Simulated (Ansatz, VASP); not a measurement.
One calculation of Ta, two programs

INCAR

```
SYSTEM = Ta
ALGO     = Normal         ! electronic algorithm
EDIFF    = 1E-7           ! SCF threshold, eV
ENCUT    = 520            ! plane-wave cutoff, eV
GGA      = PS             ! functional
ISIF     = 2              ! what is computed and relaxed
ISMEAR   = 0              ! smearing method
LASPH    = .True.         ! aspherical terms in the spheres
LCHARG   = .True.         ! write CHGCAR
LELF     = .True.         ! ELF
LREAL    = .False.        ! projectors in reciprocal space
LVHAR    = .True.       
LWAVE    = .False.        ! write WAVECAR
NBANDS   = 12             ! bands
NELM     = 60             ! most SCF steps
PREC     = Accurate       ! precision mode
SIGMA    = 0.15           ! smearing width, eV
```

File KPOINTS:

```
k-points
0
Gamma
  20 20 20
  0 0 0
```

File POSCAR:

```
Ta
1.0
   -1.6925620000      1.6925620000      1.5687160000
    1.6925620000     -1.6925620000      1.5687160000
    1.6925620000      1.6925620000     -1.5687160000
Ta
1
Direct
    0.0000000000      0.0000000000      0.0000000000
```

Input for Ansatz:

```yaml
crystal:
  lattice:
    - [-1.692562, 1.692562, 1.568716]
    - [1.692562, -1.692562, 1.568716]
    - [1.692562, 1.692562, -1.568716]
  atoms:
    - { symbol: Ta, position: [0.0, 0.0, 0.0] }
basis:
  ecutwfc: 420
kpoints:
  mp_grid: { grid: [20, 20, 20] }
hamiltonian:
  xc: pbesol
scf:
  occupations: { method: gaussian, width: 0.15 }
output:
  forces: true
  stress: true
  eigenvalues: true
```

Change from the starting cell: strain +0.025 along x and y, -0.050 along z, atoms carried along.

Alike in both runs: task single point; functional PBEsol; k mesh 20 × 20 × 20; occupations gaussian, width 0.15 eV; no spin polarisation.

```csv
,VASP,Ansatz
version,VASP 6.6.1,Ansatz 0.2.0
potentials or method,"VASP PAW PBE potentials, release 64 (Ta_pv)","scalar-relativistic, plane waves, PAW"
plane-wave cutoff (eV),520,420
valence electrons in the cell,11,13
```

```csv
,VASP,Ansatz,Ansatz less VASP
gap on the k mesh at the Fermi level (eV),none,none,-
pressure (GPa),-2.7,-2.9,-0.16
largest component of the traceless stress (GPa),4.66,4.68,+0.017
```

A gap of «none» marks a metal or a gap that the smearing closes. With one functional, cell and mesh, what is left measures potentials, basis and numerics. The two sets of potentials don't hold the same shells in valence.

Caveats: the PAW data sets were made with another functional, which shifts forces and pressure a little (VASP). Spin-orbit coupling is left out, which matters for the levels of Ta.
